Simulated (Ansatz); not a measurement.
**CsH: changing spin-orbit coupling**

The cell as given:

The structure is cubic, space group Pm-3m (No. 221). The conventional cell has a = 3.818 Å, b = 3.818 Å, c = 3.818 Å, α = 90.00°, β = 90.00°, γ = 90.00°. Cs (site symmetry m-3m) is surrounded by 8 H at 3.31 Å. Around H (site symmetry m-3m) lie 8 Cs at 3.31 Å.

The cell comes from a database or a generator and needn't be the stable form of this composition.

Kept alike: task relaxation of cell and atoms; functional LDA; k mesh 5 × 5 × 5; occupations fermi-dirac, width 0.05 eV. Program: Ansatz, potentials by row: all-electron LAPW, scalar-relativistic (off); all-electron LAPW, relativistic spinors (on). The mesh is that of the run's cell of 2 atoms.

| spin-orbit coupling | volume (Å³/atom) |
| --- | --- |
| off | 24.070 |
| on | 24.063 |

The relaxations keep at least the cell's symmetry (Pm-3m). Relaxations stop with a little pressure left, so the last digits of a volume or edge aren't settled.

Problem. What does spin-orbit coupling change here?

Solution. The volume runs from 24.063 (on) to 24.070 Å³/atom (off).
